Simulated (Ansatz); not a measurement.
Born–Oppenheimer molecular dynamics of a periodic cell of 12 atoms, TiO$_{2}$ (start crystal TiO2, start structure I4_1/amd, volume 1.15 times the crystal's). It goes on from the last frame of an earlier run, with new velocities.

Method: Ansatz 0.2.0, DFT PBE, scalar-relativistic, plane waves, PAW. Settings: PAW set soft_1, cutoff 420 eV, k mesh 3x3x2, fermi-dirac smearing 0.36 eV, no spin polarisation.

```json
{
  "ensemble": "NVT, Langevin thermostat",
  "time step": "0.75 fs",
  "steps asked": "169",
  "set temperature": "3360 K",
  "friction": "0.02 /fs",
  "temperature schedule": "127 steps to 300 K, then 42 steps to 300 K",
  "seed": "539210"
}
```

First frame:

```xyz
12
Lattice="3.9629 0.0000 0.0000 0.0000 3.9629 0.0000 0.0000 0.0000 10.0736" Properties=species:S:1:pos:R:3
Ti -0.349 -0.186 0.102
Ti 0.484 2.119 2.339
O 0.413 2.303 4.315
O 0.314 0.024 2.279
O -0.291 2.003 0.385
O -0.196 0.384 8.446
Ti 2.276 2.099 5.121
Ti 1.683 0.159 7.737
O 1.841 0.198 9.686
O 1.833 2.185 7.176
O 2.409 0.095 5.482
O 2.393 2.311 2.935
```

Question: What does the run give?

Answer: All steps were run.

```
steps done                                               : 169
time covered                                             : 126.75 fs
mean temperature over the second half                    : 1720 K
spread of the potential energy over the second half      : 80.7 meV per atom
mean potential energy of the second half above the start : 8.7 meV per atom
```

The schedule's set-point averaged 556 K over the second half and the system 1720 K, so it lags behind the ramp. A run of 0.13 ps of so small a system gives no equilibrium averages. Limits of this set-up: coarse k mesh.

Question: What happens to the structure?

Answer: Mean squared displacements from the first frame to the last, about the centre of mass: Ti 0.24 Å², O 0.28 Å². Another seed would give other details.

Question: How do temperature and energy run in time?

Answer: 
```
time (fs)  T (K)  potential energy less start (eV)
        0   3080                             0.000
     3.75   3449                            -0.105
      7.5   3999                             0.092
    11.25   4144                             0.237
       15   4076                             0.445
    18.75   3349                             0.982
     22.5   2942                             1.248
    26.25   3186                             1.239
       30   3309                             1.272
    33.75   3025                             1.568
     37.5   2274                             1.856
    41.25   2023                             1.771
       45   2390                             1.584
    48.75   2392                             1.386
     52.5   2619                             1.127
    56.25   3050                             0.829
       60   3210                             0.457
    63.75   2993                             0.380
     67.5   2161                             0.893
    71.25   1784                             1.457
       75   1800                             1.545
    78.75   1816                             1.244
     82.5   1825                             0.901
    86.25   1643                             0.748
       90   1589                             0.709
    93.75   1411                             0.607
     97.5   1489                             0.268
   101.25   1676                            -0.279
      105   1868                            -0.744
   108.75   1874                            -0.991
    112.5   1827                            -1.058
   116.25   1603                            -1.077
      120   1492                            -1.099
   123.75   1270                            -1.118
```

The run took 24 min on 1 thread of Arm Neoverse V1 (shared host), peak memory 0.49 GiB.
